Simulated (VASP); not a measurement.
Wanted: the native input for a VASP 6.6.1 run.

- Task: single point
- Functional: PBEsol
- Potentials or basis: VASP PAW PBE potentials, release 64 (Ga_d, P)
- Cutoff: 520 eV
- k mesh: 9 × 9 × 9
- Occupations: gaussian, width 0.02 eV
- Spin: no spin polarisation
- Further INCAR settings: ALGO = Normal; EDIFF = 1e-07

The structure of GaP lies in POSCAR:

```
GaP
1.0
    1.9430151800      1.1218003300      6.4308101000
   -1.9430151800      1.1218003300      6.4308101000
    0.0000000000     -2.2436006700      6.4308101000
Ga P
2 2
Direct
    0.4353720000      0.4353720000      0.4353720000
    0.5646280000      0.5646280000      0.5646280000
    0.0573890000      0.0573890000      0.0573890000
    0.9426110000      0.9426110000      0.9426110000
```

Measurements of this composition are mostly on another form, of space group No. 216.

These files were run (other wordings do the same):

INCAR

```
SYSTEM = GaP
  PREC = Accurate
  ENCUT = 520
  EDIFF = 1E-7
  ISMEAR = 0
  SIGMA = 0.02
  LREAL = .False.
  LASPH = .True.
  NELM = 60
  ALGO = Normal
  ISIF = 2
  LWAVE = .False.
  LCHARG = .False.
  GGA = PS
```

KPOINTS

```
Automatic mesh
0
Gamma
  9 9 9
  0 0 0
```

Potentials or basis: VASP PAW PBE potentials, release 64 (Ga_d, P).

The run is started by

```console
$ cat potpaw_PBE.64/Ga_d/POTCAR potpaw_PBE.64/P/POTCAR > POTCAR
$ mpirun -np 1 vasp_std > vasp.out
```

Results of the run:

```
Pressure               : -2.9 GPa
Largest force          : 0.085 eV/Å
Band gap on the k mesh : 0.85 eV, indirect (least direct gap 1.02 eV)
```

Caveat: the PAW data sets were made with another functional, which shifts forces and pressure a little; an odd mesh through Γ misses points on the zone boundary, where band edges often lie.

It took 6.2 min on 1 thread of Intel(R) Xeon(R) Platinum 8375C CPU @ 2.90GHz (Ice Lake), with other jobs on the host, peak memory 0.47 GiB.
